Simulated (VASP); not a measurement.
# GaSb (F-43m) in VASP: a series of runs

Aim: see how the results for GaSb move with the level of theory and the settings. Levels: PBEsol+D3(BJ), PBEsol. Tasks: single point, relaxation of cell and atoms.

All numbers are computed with VASP 6.6.1; they aren't measurements. Logs are shortened: lines on timing, memory, paths and dates and some standing lists are left out, and cuts for length are marked.

**Experimental background.**

From a printed reference work, data compilation, for a bulk crystal of GaSb at 4.2 K: band gap 0.811 eV (direct).

The results are compared with them further down.

### Step 1. The cell of the first run

It takes space group F-43m (No. 216, cubic). Conventional cell: a = 6.042 Å, b = 6.042 Å, c = 6.042 Å, α = 90.00°, β = 90.00°, γ = 90.00°. Ga (site symmetry -43m) has 4 Sb at 2.62 Å within 3.5 Å. Sb (site symmetry -43m) has 4 Ga at 2.62 Å within 3.5 Å.

### Step 2. Single point, PBEsol+D3(BJ)

The input, INCAR:

```
SYSTEM = GaSb
ALGO = Normal
EDIFF = 1E-7
ENCUT = 520
GGA = PS
ISIF = 2
ISMEAR = -1
IVDW = 12
LASPH = .True.
LCHARG = .False.
LREAL = .False.
LWAVE = .False.
NBANDS = 16
NELM = 100
PREC = Accurate
SIGMA = 0.1
```

The input, KPOINTS:

```
k-points
0
Gamma
  10 10 10
  0 0 0
```

The input, POSCAR:

```
GaSb
1.0
    0.0000000000      3.0210100782      3.0210100782
    3.0210100782      0.0000000000      3.0210100782
    3.0210100782      3.0210100782      0.0000000000
Ga Sb
1 1
Direct
    0.0000000000      0.0000000000      0.0000000000
    0.7500000000      0.7500000000      0.7500000000
```

Potentials or basis: VASP PAW PBE potentials, release 64 (Ga_d, Sb).

On the command line:

```bash
cat potpaw_PBE.64/Ga_d/POTCAR potpaw_PBE.64/Sb/POTCAR > POTCAR
mpirun -np 1 vasp_std > vasp.out
```

OUTCAR:

```text
SYSTEM = GaSb
   EDIFF = 1E-7
   ENCUT = 520
   GGA = PS
   ISIF = 2
   ISMEAR = -1
   IVDW = 12
   LASPH = .True.
   LREAL = .False.
   NELM = 100
   PREC = Accurate
 IVDW          = 12

 ion  position               nearest neighbor table
   1  0.000  0.000  0.000-   2 2.62   2 2.62   2 2.62   2 2.62
   2  0.750  0.750  0.750-   1 2.62   1 2.62   1 2.62   1 2.62

  LATTYP: Found a face centered cubic cell.
 ALAT       =     6.0420201564

  Lattice vectors:

 A1 = (   0.0000000000,   3.0210100782,   3.0210100782)
 A2 = (   3.0210100782,   0.0000000000,   3.0210100782)
 A3 = (   3.0210100782,   3.0210100782,   0.0000000000)

Analysis of symmetry for initial positions (statically):
=====================================================================
 Subroutine PRICEL returns:
 Original cell was already a primitive cell.

 Routine SETGRP: Setting up the symmetry group for a
 face centered cubic supercell.

 Subroutine GETGRP returns: Found 24 space group operations
 (whereof 24 operations were pure point group operations)
 out of a pool of 48 trial point group operations.

The static configuration has the point symmetry T_d .

Analysis of symmetry for dynamics (positions and initial velocities):
=====================================================================
 Subroutine PRICEL returns:
 Original cell was already a primitive cell.

 Routine SETGRP: Setting up the symmetry group for a
 face centered cubic supercell.

 Subroutine GETGRP returns: Found 24 space group operations
 (whereof 24 operations were pure point group operations)
 out of a pool of 48 trial point group operations.

The dynamic configuration has the point symmetry T_d .

 Subroutine INISYM returns: Found 24 space group operations
 (whereof 24 operations are pure point group operations),
 and found     1 'primitive' translations

----------------------------------------------------------------------------------------

                                     Primitive cell

  volume of cell :      55.1425

  direct lattice vectors                    reciprocal lattice vectors
     0.000000000  3.021010078  3.021010078    -0.165507558  0.165507558  0.165507558
     3.021010078  0.000000000  3.021010078     0.165507558 -0.165507558  0.165507558
     3.021010078  3.021010078  0.000000000     0.165507558  0.165507558 -0.165507558

  length of vectors
[... 80 lines left out ...]
   ENCUT  =  520.0 eV  38.22 Ry    6.18 a.u.   7.94  7.94  7.94*2*pi/ulx,y,z
   NELM   =    100;   NELMIN=  2; NELMDL= -5     # of ELM steps
   EDIFF  = 0.1E-06   stopping-criterion for ELM
   LREAL  =      F    real-space projection
   EDIFFG = 0.1E-05   stopping-criterion for IOM
   NSW    =      0    number of steps for IOM
   IBRION =     -1    ionic relax: 0-MD 1-quasi-New 2-CG
   NFREE  =      0    steps in history (QN), initial steepest desc. (CG)
   ISIF   =      2    stress and relaxation
   ISYM   =      2    0-nonsym 1-usesym 2-fastsym
   POTIM  = 0.5000    time-step for ionic-motion
   TEBEG  =    0.0;   TEEND  =   0.0 temperature during run
   PSTRESS=    0.0 pullay stress
   NELECT =      18.0000    total number of electrons
   NUPDOWN=      -1.0000    fix difference up-down
   EMIN   =  10.00;   EMAX   =-10.00  energy-range for DOS
   EFERMI =   0.00;   METHOD = LEGACY
   ISMEAR =    -1;   SIGMA  =   0.10  broadening in eV -4-tet -1-fermi 0-gaus
   EFERMI_NEDOS =   21; number of points for ismear=-14 and -15
   IALGO  =     38    algorithm
   IMIX   =      4    mixing-type and parameters
     AMIX     =   0.40;   BMIX     =  1.00
     AMIX_MAG =   1.60;   BMIX_MAG =  1.00
  volume/ion in A,a.u.               =      27.57       186.06
  Fermi-wavevector in a.u.,A,eV,Ry     =   1.127207  2.130111 17.287488  1.270595
  Thomas-Fermi vector in A             =   2.263892
   LORBIT       =      0    0 simple, 1 ext, 2 COOP (PROOUT), +10 PAW based schemes
   GGA     = PS    functional components
   LHFCALC =     F    Hartree Fock is set to
   AEXX    =    0.0000 exact exchange contribution
   IVDW    =    12    specifies the selected vdW correction
   LEPSILON=     F    determine dielectric tensor
   LRPA    =     F    only Hartree local field effects (RPA)
 non-spin polarized calculation
  energy-cutoff  :      520.00
  volume of cell :       55.14
 maximum number of plane-waves:      1524
   NGX = 15   NGY = 15   NGZ = 15

 number of electron      17.9999991 magnetization

 Free energy of the ion-electron system (eV)
  ---------------------------------------------------
  ext. energy  EPLUGINS =         0.00000000
  ---------------------------------------------------
  free energy    TOTEN  =        -8.14176427 eV

  energy without entropy =       -8.14008394  energy(sigma->0) =       -8.14092411

 E-fermi :   5.3069     XC(G=0):  -9.4309

 val. band max:        5.1205373918   @ k =   0.0000   0.0000   0.0000
 cond. band min:       5.3814994839   @ k =   0.0000   0.0000   0.0000
 fundamental gap:      0.2609620921
 Fermi energy:         5.3069258779

 k-point     1 :       0.0000    0.0000    0.0000
  band No.  band energies     occupation
      1      -9.9545      2.00000
      2      -9.9545      2.00000
      3      -9.9545      2.00000
      4      -9.8980      2.00000
      5      -9.8980      2.00000
      6      -6.6510      2.00000
[... 433 lines left out ...]
      3      -9.9324      2.00000
      4      -9.9081      2.00000
      5      -9.8947      2.00000
      6      -4.9538      2.00000
[... 8 lines left out ...]
     15      15.5721      0.00000
     16      15.6707      0.00000

 [... further k-points ...]

------------------------ aborting loop because EDIFF is reached ----------------------------------------

 Edisp (eV)   -0.67200

 E8    (eV) :    -0.4638

  FORCE on cell =-STRESS in cart. coord.  units (eV):
  Direction    XX          YY          ZZ          XY          YZ          ZX
  --------------------------------------------------------------------------------------
  -------------------------------------------------------------------------------------
  Total       0.03785     0.03785     0.03785    -0.00000     0.00000    -0.00000
  in kB       1.09964     1.09964     1.09964    -0.00000     0.00000    -0.00000
  external pressure =        1.10 kB  Pullay stress =        0.00 kB

 VOLUME and BASIS-vectors are now :
 -----------------------------------------------------------------------------
  energy-cutoff  :      520.00
  volume of cell :       55.14
      direct lattice vectors                 reciprocal lattice vectors
     0.000000000  3.021010078  3.021010078    -0.165507558  0.165507558  0.165507558
     3.021010078  0.000000000  3.021010078     0.165507558 -0.165507558  0.165507558
     3.021010078  3.021010078  0.000000000     0.165507558  0.165507558 -0.165507558

 POSITION                                       TOTAL-FORCE (eV/Angst)
 -----------------------------------------------------------------------------------
      0.00000      0.00000      0.00000        -0.000000     -0.000000     -0.000000
      4.53152      4.53152      4.53152         0.000000      0.000000      0.000000
 -----------------------------------------------------------------------------------
    total drift:                               -0.000000     -0.000000     -0.000001

  FREE ENERGIE OF THE ION-ELECTRON SYSTEM (eV)
  ---------------------------------------------------
  free  energy   TOTEN  =        -8.8137632110 eV

  energy  without entropy=       -8.8120828778  energy(sigma->0) =       -8.81292304
```

It took 20 s on 1 thread of AMD EPYC 9R45 (Zen 5), shared host; peak memory 0.18 GiB.

What came out:

```yaml
Free_energy: -8.8138 eV
Pressure: 0.1 GPa
Band_gap_on_the_k_mesh: 0.26 eV, direct
Dispersion_energy_per_atom: -0.336 eV
```

Levels at points of the mesh, in eV from the valence-band top:
```csv
k point,band 6,band 7,band 8,band 9,band 10,band 11,band 12,band 13
"(0.00, 0.00, 0.00)",-11.77,0.00,0.00,0.00,0.26,2.75,2.75,2.75
"(0.50, 0.00, 0.00)",-10.04,-6.59,-1.22,-1.22,0.43,3.72,3.72,6.29
"(0.50, 0.50, 0.00)",-9.16,-7.01,-2.72,-2.72,0.80,1.09,8.91,8.91
```

Caveat: the PAW data sets were made with another functional, which shifts forces and pressure a little; spin-orbit coupling is left out, which moves the levels of the heavy elements.

(Continued in part 2 of 2.)
